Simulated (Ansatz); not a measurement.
**Bi2Te3: what a guessed cell relaxes into**

Aim: relax a trial structure of Bi2Te3 and see where it ends.

Computed with Ansatz 0.2.0 (DFT PBE, scalar-relativistic, plane waves, PAW, unless a step's input says otherwise).

## 1. The structure to begin with

The structure is tetragonal, space group I4/mmm (No. 139). Conventional cell: a = 6.044 Å, b = 6.044 Å, c = 10.618 Å, α = 90.00°, β = 90.00°, γ = 90.00°. Around Bi (site symmetry 4mm) lie 1 Te at 1.77 Å. Around Te (site symmetry 4mm) lie 1 Bi at 1.77 Å. Te (site symmetry 4/mmm) is surrounded by 2 Te at 2.15 Å.

Coordinates:

```
Bi Te
1.0
    -3.02184    3.02184    5.30906
     3.02184   -3.02184    5.30906
     3.02184    3.02184   -5.30906
Bi Te
2 3
Cartesian
  0.0000 0.0000 1.3891
  0.0000 0.0000 9.2291
  0.0000 0.0000 3.1590
  0.0000 0.0000 7.4591
  0.0000 0.0000 5.3091
```

Recipe of the guess: random cell by space group and Wyckoff sites (I4/mmm, No. 139). Lengths come from tabulated atomic sizes and are only a guess.

## 2. The guess as it stands, on a coarse mesh

input.yaml reads:

```yaml
crystal:
  lattice:
    - [-3.02184455, 3.02184455, 5.30905887]
    - [3.02184455, -3.02184455, 5.30905887]
    - [3.02184455, 3.02184455, -5.30905887]
  atoms:
    - { symbol: Bi, position: [0.13082047, 0.13082047, 0.0] }
    - { symbol: Bi, position: [0.86917953, 0.86917953, 0.0] }
    - { symbol: Te, position: [0.29751134, 0.29751134, 0.0] }
    - { symbol: Te, position: [0.70248866, 0.70248866, 0.0] }
    - { symbol: Te, position: [0.5, 0.5, 0.0] }
basis:
  ecutwfc: 420
kpoints:
  mp_grid: { grid: [4, 4, 4] }
hamiltonian:
  xc: pbe
scf:
  occupations: { method: gaussian, width: 0.1 }
  lower_state_search: "off"
output:
  forces: true
  stress: true
  eigenvalues: true
```

Run with:

```console
$ ansatz run input.yaml --threads 1 --pin off --max-ram 2560MiB --backend cpu --events-out ev --progress --plain --runs-dir out
```

Further runs follow: coarse relaxation; final relaxation.

**Question.** What will these runs give? Wanted: conventional cell; volume; energy over the elements; gap on the mesh.

As calculated:

```
                              quantity                                                                       value
symmetry at the end (tolerance 0.05 Å)                                                space group I4/mmm (No. 139)
                     conventional cell  a = 4.304 Å, b = 4.304 Å, c = 17.529 Å, α = 90.00°, β = 90.00°, γ = 90.00°
                                volume                                                               32.48 Å³/atom
              energy over the elements                                                               +0.09 eV/atom
                       gap on the mesh                                                                none (metal)
```

What this shows: The space group I4/mmm (No. 139) is kept, and the volume per atom shrinks by 16.3 % from the first guess. The formation energy is positive, so the separate elements lie lower. No finished test with a distortion of lower symmetry is shown, so the end may be a saddle point. Spin-orbit coupling is left out for Bi, Te. Where forces pass 15 eV/Å atoms stand far too close, the PAW spheres overlap strongly and those numbers are rough.
